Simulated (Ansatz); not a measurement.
## A decomposition energy, worked out: SiC2

Computed with DFT PBE, scalar-relativistic, plane waves, PAW (Ansatz 0.2.0). All cells share a 420 eV cutoff and Γ-centred k meshes spaced at most about 0.3 Å⁻¹ (2π included). No spin polarisation.

The zero of energy is the elements' standard structures at the same level; no fitted shifts are applied.

All energies are static (0 K, no zero-point motion). The reference form of C is held partly by dispersion forces, which this level lacks.

A trial structure of SiC2 (reached from: Si and C ordered on diamond sites; relaxed: space group I4_1/amd (No. 141), a = 2.945 Å, c = 12.539 Å) has a formation energy of 0.458 eV/atom. It holds C–C chains (shortest 1.71 Å). At its composition the lowest mixture among the elements and 2 reference phases computed alike (others may be missing) consists of these:

| phase | source | ΔE_f (eV/atom) |
| --- | --- | --- |
| C (solid) | element | 0.000 |
| SiC (P6_3mc) | Materials Project | -0.204 |

Q: Write the balanced decomposition and find its energy per atom, per formula unit and per mole of formula units.

A: Balancing Si and C gives SiC2 → C + SiC. The left side holds 3 atoms, and the products take 1/3 (C) and 2/3 (SiC) of them. The mixture therefore lies at 1/3 × (0.000) + 2/3 × (-0.204) = -0.136 eV/atom. The reaction energy is -0.136 − (0.458) = -0.594 eV/atom. Times 3 atoms that is -1.782 eV per SiC2, and times 96.485 it is -172 kJ per mole of SiC2. Decomposition is downhill, so the trial structure is unstable against this mixture.
